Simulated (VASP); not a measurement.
BeTe:

```xyz
2
Lattice="0.0000 2.7700 2.7700 2.7700 0.0000 2.7700 2.7700 2.7700 0.0000" Properties=species:S:1:pos:R:3 pbc="T T T"
Be    0.0000    0.0000    0.0000
Te    1.3850    1.3850    1.3850
```

```yaml
Program: VASP 6.6.1
Task: relaxation of cell and atoms
Functional: PBE
Dispersion: D3(BJ)
Potentials_or_basis: VASP PAW PBE potentials, release 64 (Be, Te)
Cutoff: 600 eV
k_mesh: 8 × 8 × 8
Occupations: gaussian, width 0.03 eV
Spin: no spin polarisation
```

At the start: pressure 1.6 GPa; volume 21.25 Å³/atom.

**Question.** Where does the relaxation end?

**Answer.** Over 3 steps the energy falls by 2.6 meV/atom and the volume is 21.79 Å³/atom (+2.5 %); space group F-43m (No. 216, to 0.05 Å).

The path:
```tsv
step	energy change (eV)	largest force (eV/Å)	pressure (GPa)	volume (Å³)
1	0.0000	0.0000	1.61	42.51
2	-0.0049	0.0000	-0.37	43.84
3	-0.0052	0.0000	0.00	43.57
```

Final structure:
```
Be Te
1.0
     0.00000    2.79290    2.79290
     2.79290    0.00000    2.79290
     2.79290    2.79290    0.00000
Be Te
1 1
Direct
  0.00000 0.00000 0.00000
  0.25000 0.25000 0.25000
```
